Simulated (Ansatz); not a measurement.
# MoS2 (P6_3/mmc) in Ansatz: further runs

The runs below take MoS2 through single point, equation of state, with PBE.

All numbers are computed with Ansatz 0.2.0; they aren't measurements. Logs are shortened: lines on timing, memory, paths and dates and some standing lists are left out, and cuts for length are marked.

## Step 1: The structure

It takes space group P6_3/mmc (No. 194, hexagonal). Conventional cell: a = 3.169 Å, b = 3.169 Å, c = 12.324 Å, α = 90.00°, β = 90.00°, γ = 120.00°. Around Mo (site symmetry -6m2) lie 6 S at 2.41 Å. S (site symmetry 3m) is surrounded by 3 Mo at 2.41 Å.

## Step 2: Single point, PBE, 16.79 Å³/atom (volume scaled by 0.94)

Input file input.yaml:

```yaml
crystal:
  lattice:
    - [3.1043083785, 0.0, 0.0]
    - [-1.5521541893, 2.688409917, 0.0]
    - [0.0, 0.0, 12.0724192038]
  atoms:
    - { symbol: Mo, position: [0.6666666667, 0.3333333333, 0.75] }
    - { symbol: Mo, position: [0.3333333333, 0.6666666667, 0.25] }
    - { symbol: S, position: [0.6666666667, 0.3333333333, 0.377] }
    - { symbol: S, position: [0.3333333333, 0.6666666667, 0.877] }
    - { symbol: S, position: [0.6666666667, 0.3333333333, 0.123] }
    - { symbol: S, position: [0.3333333333, 0.6666666667, 0.623] }
hamiltonian:
  xc: pbe
  pseudopotentials: { kind: nc, source: spms }
kpoints:
  mp_grid: { grid: [10, 10, 3] }
scf:
  occupations: { method: fermi_dirac, width: 0.05 }
output:
  forces: true
  stress: true
  eigenvalues: true
  write_density: true
  write_potential: true
  elf: true
  volumetric_format: npy
```

Potentials or basis: SPMS NC.

Started as:

```console
ansatz run input.yaml --threads 2 --pin off --max-ram 5120MiB --backend cpu --events-out ev --progress --plain --runs-dir out
```

Output:

```text
Warning: RAYON_NUM_THREADS=2 ignored (pool sized by the plan → 2); use --threads N
Engine: ansatz 0.2.0, aarch64-unknown-linux-gnu
Pseudopotentials: kind: nc
Pseudopotential: Mo, nc, valence charge 14, recommended cutoff 625.861883657724 eV (normal), Mo.nc.azcp
Pseudopotential: S, nc, valence charge 6, recommended cutoff 544.22772491976 eV (normal), S.nc.azcp
Functional definition: PBE
  parameter kappa = 0.804
  parameter beta = 0.06672455060314922
  exchange = pbe_x(kappa = kappa, mu = beta*pi^2/3)
  correlation = pbe_c(beta = beta)
Crystal: 6 atoms, lattice volume = 100.752 Å³
Basis set: ecut = 625.861883657724 eV, 3577 PW (Γ), exchange–correlation on 54×54×200 points (8 copies of the dense FFT grid, shifted against one another)
Bands: 32, of which v1, the nominal top of the filled ones, is band 26 counted from 1 (25 counted from 0)
Symmetry: 24 space group operations
Space group: P63/mmc (ITA 194), of the structure as read, at distance tolerance 4.7e-5 Å
k-points: 28 of 300
Non-local potential: Mo, projectors of the file, l = 0: 2, l = 1: 2, l = 2: 2
Non-local potential: S, projectors of the file, l = 0: 2, l = 1: 2, l = 2: 2
Initial density: superposition of atomic densities (chi_scale 0.1, normalization cell, long waves kept (reshape's long-wave potential 0.07 eV rms))
Initial wavefunctions: pseudopotential atomic-orbital guess
Functional: x = pbe(κ = 0.804, μ = 0.2195149727645171), c = pbe(β = 0.06672455060314922)
SCF iter   1: F=—  HF=-5018.702698 eV  |F-HF|=—  |Δ(HF+E_count)|=         —  Δρ=6.29e-2  dr2=4.86e0  ethr=3.10e-3  ⟨swp⟩=9.0  Hψ=5026  notcnv=0
preconditioner: auto → Resta (q_TF=auto, 2.444 Å⁻¹)  ε∞=7.8  [insulator: Δε(μ)=0.756 eV  Ē_g=8.481 eV  σ=0.050 eV  W_gap=1.00  n_scr=26 (ndim 8)  ℏωp=22.2 eV  f_vac=0.000  D(μ)=0.00/eV (n_scr^D=0)  ε∞_Penn≈7.8]
SCF iter   2: F=—  HF=-5017.543602 eV  |F-HF|=—  |Δ(HF+E_count)|=    1.16e0  Δρ=2.72e-2  dr2=1.59e0  ethr=3.10e-3  ⟨swp⟩=3.9  Hψ=2284  notcnv=0  defer=4
SCF iter   3: F=—  HF=-5017.222557 eV  |F-HF|=—  |Δ(HF+E_count)|=   3.21e-1  Δρ=1.41e-2  dr2=2.36e-1  ethr=3.07e-3  ⟨swp⟩=3.0  Hψ=1451  notcnv=0  defer=4
SCF iter   4: F=—  HF=-5017.173723 eV  |F-HF|=—  |Δ(HF+E_count)|=   4.88e-2  Δρ=3.61e-3  dr2=1.81e-2  ethr=4.55e-4  ⟨swp⟩=2.7  Hψ=1706  notcnv=0  defer=7
SCF iter   5: F=—  HF=-5017.175522 eV  |F-HF|=—  |Δ(HF+E_count)|=   1.80e-3  Δρ=1.00e-3  dr2=1.16e-3  ethr=3.48e-5  ⟨swp⟩=2.4  Hψ=1582  notcnv=0  defer=7
SCF iter   6: F=—  HF=-5017.176117 eV  |F-HF|=—  |Δ(HF+E_count)|=   5.95e-4  Δρ=3.76e-4  dr2=1.53e-4  ethr=2.23e-6  ⟨swp⟩=2.0  Hψ=1615  notcnv=0  defer=7
SCF iter   7: F=—  HF=-5017.176170 eV  |F-HF|=—  |Δ(HF+E_count)|=   5.26e-5  Δρ=1.15e-4  dr2=1.25e-5  ethr=2.94e-7  ⟨swp⟩=2.1  Hψ=1338  notcnv=0  defer=7
SCF iter   8: F=—  HF=-5017.176174 eV  |F-HF|=—  |Δ(HF+E_count)|=   4.54e-6  Δρ=2.78e-5  dr2=8.66e-7  ethr=2.40e-8  ⟨swp⟩=2.0  Hψ=1618  notcnv=0  defer=7
SCF iter   9: F=-5017.176174 eV  HF=-5017.176174 eV  |F-HF|=6.20e-9  |Δ(HF+E_count)|=   5.12e-8  Δρ=5.34e-6  dr2=1.77e-8  ethr=1.92e-10  ⟨swp⟩=15.4  Hψ=9053  notcnv=0
SCF 1 converged in 9 iterations: F = -5017.176174 eV  dr2 = 1.77e-8
SCF converged after 9 iterations
Free energy (F): -5017.176174 eV
Harris-Foulkes:  -5017.176174 eV  (|F-HF|=6.20e-9)
Internal energy: -5017.176171 eV  (E = F + TS)
E sigma→0 (E₀):  -5017.176172 eV
Entropy (-TS):   -0.000004 eV (-0.001 meV/atom)
Fermi energy:    12.501817 eV
--- Per-component energies (eV) ---
  E_band       = -259.663953
  E_kinetic    = 1575.643110
  E_local      = -4616.518445  (includes V_loc(G=0)·N_el)
  E_nonlocal   = 812.551550
  E_hartree    = 1442.870269
  E_xc         = -902.544733
  E_vxc        = -917.085422  (∫ρ·V_xc dr)
  E_ewald      = -3329.177923
  E_smearing   = -0.000004  (= −TS)
  E_closure    = 0.000000  (closes the sum)
  Σ components = -5017.176174   (vs F -5017.176174, Δ=0.00e0)
--- Forces (eV/Å), atoms counted from 1 ---
  atom   1  Mo     0.00000000     0.00000000     0.00000000
  atom   2  Mo    -0.00000000    -0.00000000     0.00000000
  atom   3  S     -0.00000000    -0.00000000     1.01713614
  atom   4  S      0.00000000     0.00000000     1.01713614
  atom   5  S     -0.00000000    -0.00000000    -1.01713614
  atom   6  S      0.00000000     0.00000000    -1.01713614
  max |Σ_I F_I| component: 4.63e-18 eV/Å
--- Stress (GPa, compression-positive) ---
       12.293871      -0.000000       0.000000
       -0.000000      12.293871       0.000000
        0.000000       0.000000      13.893917
  P = ⅓ Tr σ = 12.8272 GPa (128.272 kbar)
--- Band table (eV; the first three rows and the last of 28) ---
  k-point 0: bands = ["-49.3889", "-49.3888", "-23.6155", "-23.6154", "-23.3202", "-23.3202", "-23.3202", "-23.3202", "-3.3214", "-3.0191", "-1.9710", "-1.4556", "4.7649", "5.8827", "8.3473", "8.5387", "8.5387", "8.5516", "8.5516", "9.7427", "9.7427", "9.7926", "9.7926", "10.7480", "10.8717", "12.1169", "14.2950", "14.2950", "14.3208", "14.3208", "14.5296", "14.5296"]
  k-point 1: bands = ["-49.3888", "-49.3888", "-23.6155", "-23.6154", "-23.3202", "-23.3202", "-23.3202", "-23.3202", "-3.2612", "-3.1148", "-1.8250", "-1.5722", "4.9902", "5.5265", "8.5419", "8.5419", "8.5483", "8.5483", "8.8497", "9.7551", "9.7551", "9.7801", "9.7801", "9.8326", "11.5557", "11.9831", "14.2963", "14.2963", "14.3071", "14.3071", "14.5866", "14.5866"]
  k-point 2: bands = ["-49.3838", "-49.3837", "-23.6057", "-23.6055", "-23.3689", "-23.3689", "-23.3311", "-23.3311", "-3.1554", "-2.8550", "-1.8966", "-1.4038", "4.9461", "6.0561", "8.0208", "8.1985", "8.2241", "8.7080", "8.7292", "9.1805", "9.4869", "9.5440", "9.9189", "10.7679", "11.0540", "11.7970", "14.1347", "14.2049", "14.2130", "14.3256", "14.3903", "14.5483"]
  k-point 27: bands = ["-49.3296", "-49.3296", "-23.7127", "-23.7127", "-23.6021", "-23.6021", "-23.5006", "-23.5006", "-0.8077", "-0.7997", "-0.7469", "-0.7403", "5.5165", "5.5987", "6.0960", "6.1870", "7.1998", "7.2502", "7.4933", "7.5679", "8.2354", "8.4262", "9.1180", "9.3418", "11.1123", "11.2046", "13.3157", "13.3590", "14.1764", "14.6876", "15.0267", "15.1042"]
```

Run time: 6.5 s. Hardware: 2 threads of Arm Neoverse V1, shared host; peak memory 0.42 GiB.

Results:

| Item | Value |
| --- | --- |
| Free energy | -5017.1762 eV |
| Pressure | 12.8 GPa |
| Largest force | 1.017 eV/Å |
| Band gap on the k mesh | 0.87 eV, indirect (least direct gap 2.03 eV) |

Caveat: odd divisions of the mesh miss points on the zone boundary, where band edges often lie, so the gap on the mesh can be too wide; this functional lacks dispersion, which binds the layers, so the pressure and a relaxed spacing across them are unreliable; forces of over 1 eV/Å show positions far from the minimum, so gaps and moduli don't describe the material at rest.

## Step 3: Single point, PBE, 17.15 Å³/atom (volume scaled by 0.96)

Edit input.yaml of step 2 so:

```diff
@@ -2,5 +2,5 @@
   lattice:
-    - [3.1043083785, 0.0, 0.0]
-    - [-1.5521541893, 2.688409917, 0.0]
-    - [0.0, 0.0, 12.0724192038]
+    - [3.1261704254, 0.0, 0.0]
+    - [-1.5630852127, 2.707343005, 0.0]
+    - [0.0, 0.0, 12.1574390416]
   atoms:
@@ -23,5 +23 @@
   eigenvalues: true
-  write_density: true
-  write_potential: true
-  elf: true
-  volumetric_format: npy
```

Potentials or basis: SPMS NC.

Started as:

```console
ansatz run input.yaml --threads 2 --pin off --max-ram 5120MiB --backend cpu --events-out ev --progress --plain --runs-dir out
```

It took 5.3 s on 2 threads of Arm Neoverse V1, shared host; peak memory 0.42 GiB.

Results (log left out):

```
Free energy            : -5017.3207 eV
Pressure               : 8.8 GPa
Largest force          : 0.631 eV/Å
Band gap on the k mesh : 0.89 eV, indirect (least direct gap 1.98 eV)
```

Caveat: odd divisions of the mesh miss points on the zone boundary, where band edges often lie, so the gap on the mesh can be too wide; this functional lacks dispersion, which binds the layers, so the pressure and a relaxed spacing across them are unreliable.

## Step 4: Single point, PBE, 17.51 Å³/atom (volume scaled by 0.98)

Edit input.yaml of step 3 so:

```diff
@@ -2,5 +2,5 @@
   lattice:
-    - [3.1261704254, 0.0, 0.0]
-    - [-1.5630852127, 2.707343005, 0.0]
-    - [0.0, 0.0, 12.1574390416]
+    - [3.1477309028, 0.0, 0.0]
+    - [-1.5738654514, 2.7260149261, 0.0]
+    - [0.0, 0.0, 12.2412860984]
   atoms:
```

Started as:

```console
ansatz run input.yaml --threads 2 --pin off --max-ram 5120MiB --backend cpu --events-out ev --progress --plain --runs-dir out
```

It took 5.4 s on 2 threads of Arm Neoverse V1, shared host; peak memory 0.42 GiB.

Results (log left out):

| Property | Result |
| --- | --- |
| Free energy | -5017.4147 eV |
| Pressure | 5.3 GPa |
| Largest force | 0.274 eV/Å |
| Band gap on the k mesh | 0.91 eV, indirect (least direct gap 1.92 eV) |

Caveat: odd divisions of the mesh miss points on the zone boundary, where band edges often lie, so the gap on the mesh can be too wide; this functional lacks dispersion, which binds the layers, so the pressure and a relaxed spacing across them are unreliable.

## Step 5: Single point, PBE, 17.86 Å³/atom

Edit input.yaml of step 4 so:

```diff
@@ -2,5 +2,5 @@
   lattice:
-    - [3.1477309028, 0.0, 0.0]
-    - [-1.5738654514, 2.7260149261, 0.0]
-    - [0.0, 0.0, 12.2412860984]
+    - [3.169, 0.0, 0.0]
+    - [-1.5845, 2.7444345046, 0.0]
+    - [0.0, 0.0, 12.324]
   atoms:
@@ -23 +23,5 @@
   eigenvalues: true
+  write_density: true
+  write_potential: true
+  elf: true
+  volumetric_format: npy
```

Started as:

```console
ansatz run input.yaml --threads 2 --pin off --max-ram 5120MiB --backend cpu --events-out ev --progress --plain --runs-dir out
```

Run time: 6.3 s. Hardware: 2 threads of Arm Neoverse V1, shared host; peak memory 0.43 GiB.

Results (log left out):

* Free energy: -5017.4633 eV
* Pressure: 2.1 GPa
* Largest force: 0.056 eV/Å
* Band gap on the k mesh: 0.93 eV, indirect (least direct gap 1.87 eV)

Caveat: odd divisions of the mesh miss points on the zone boundary, where band edges often lie, so the gap on the mesh can be too wide; this functional lacks dispersion, which binds the layers, so the pressure and a relaxed spacing across them are unreliable.

## Step 6: Single point, PBE, 18.22 Å³/atom (volume scaled by 1.02)

Edit input.yaml of step 5 so:

```diff
@@ -2,5 +2,5 @@
   lattice:
-    - [3.169, 0.0, 0.0]
-    - [-1.5845, 2.7444345046, 0.0]
-    - [0.0, 0.0, 12.324]
+    - [3.1899873666, 0.0, 0.0]
+    - [-1.5949936833, 2.7626100972, 0.0]
+    - [0.0, 0.0, 12.4056182726]
   atoms:
@@ -23,5 +23 @@
   eigenvalues: true
-  write_density: true
-  write_potential: true
-  elf: true
-  volumetric_format: npy
```

Potentials or basis: SPMS NC.

Started as:

```console
ansatz run input.yaml --threads 2 --pin off --max-ram 5120MiB --backend cpu --events-out ev --progress --plain --runs-dir out
```

It took 4.8 s on 2 threads of Arm Neoverse V1, shared host; peak memory 0.43 GiB.

It converged, with:

```yaml
Free_energy: -5017.4712 eV
Pressure: -0.8 GPa
Largest_force: 0.361 eV/Å
Band_gap_on_the_k_mesh: 0.94 eV, indirect (least direct gap 1.82 eV)
```

Caveat: odd divisions of the mesh miss points on the zone boundary, where band edges often lie, so the gap on the mesh can be too wide; this functional lacks dispersion, which binds the layers, so the pressure and a relaxed spacing across them are unreliable.

## Step 7: Single point, PBE, 18.58 Å³/atom (volume scaled by 1.04)

Edit input.yaml of step 6 so:

```diff
@@ -2,5 +2,5 @@
   lattice:
-    - [3.1899873666, 0.0, 0.0]
-    - [-1.5949936833, 2.7626100972, 0.0]
-    - [0.0, 0.0, 12.4056182726]
+    - [3.2107021507, 0.0, 0.0]
+    - [-1.6053510754, 2.7805496265, 0.0]
+    - [0.0, 0.0, 12.4861764927]
   atoms:
```

Started as:

```console
ansatz run input.yaml --threads 2 --pin off --max-ram 5120MiB --backend cpu --events-out ev --progress --plain --runs-dir out
```

It took 4.9 s on 2 threads of Arm Neoverse V1, shared host; peak memory 0.43 GiB.

Results (log left out):

```yaml
Free_energy: -5017.4425 eV
Pressure: -3.4 GPa
Largest_force: 0.643 eV/Å
Band_gap_on_the_k_mesh: 0.96 eV, indirect (least direct gap 1.78 eV)
```

Caveat: odd divisions of the mesh miss points on the zone boundary, where band edges often lie, so the gap on the mesh can be too wide; this functional lacks dispersion, which binds the layers, so the pressure and a relaxed spacing across them are unreliable.

## Step 8: Single point, PBE, 18.94 Å³/atom (volume scaled by 1.06)

Edit input.yaml of step 7 so:

```diff
@@ -2,5 +2,5 @@
   lattice:
-    - [3.2107021507, 0.0, 0.0]
-    - [-1.6053510754, 2.7805496265, 0.0]
-    - [0.0, 0.0, 12.4861764927]
+    - [3.2311530343, 0.0, 0.0]
+    - [-1.6155765171, 2.7982606112, 0.0]
+    - [0.0, 0.0, 12.5657084235]
   atoms:
@@ -23 +23,5 @@
   eigenvalues: true
+  write_density: true
+  write_potential: true
+  elf: true
+  volumetric_format: npy
```

Started as:

```console
ansatz run input.yaml --threads 2 --pin off --max-ram 5120MiB --backend cpu --events-out ev --progress --plain --runs-dir out
```

It took 7.7 s on 2 threads of Arm Neoverse V1, shared host; peak memory 0.44 GiB.

Results (log left out):

```yaml
Free_energy: -5017.3808 eV
Pressure: -5.8 GPa
Largest_force: 0.904 eV/Å
Band_gap_on_the_k_mesh: 0.97 eV, indirect (least direct gap 1.73 eV)
```

Caveat: odd divisions of the mesh miss points on the zone boundary, where band edges often lie, so the gap on the mesh can be too wide; this functional lacks dispersion, which binds the layers, so the pressure and a relaxed spacing across them are unreliable.

## Step 9: Equation of state, PBE

Potentials or basis: SPMS NC.

No new run: the results of the series are fitted here.

What came out:

* Equilibrium volume: 18.11 Å³/atom
* Bulk modulus at fixed shape and positions: 143 GPa
* Pressure derivative of the bulk modulus: 4.4

Energy against volume, from the lowest point:
```
volume (Å³/atom)  energy (meV/atom)
          16.792              49.17
          17.149              25.09
          17.507               9.42
          17.864               1.31
          18.221               0.00
          18.578               4.79
          18.936              15.08
```

Caveat: the cell was scaled at fixed shape and fractional positions, which overstates the stiffness of a crystal with free parameters, most of all of layers and chains; this functional lacks dispersion, which binds the layers, so the pressure and a relaxed spacing across them are unreliable.
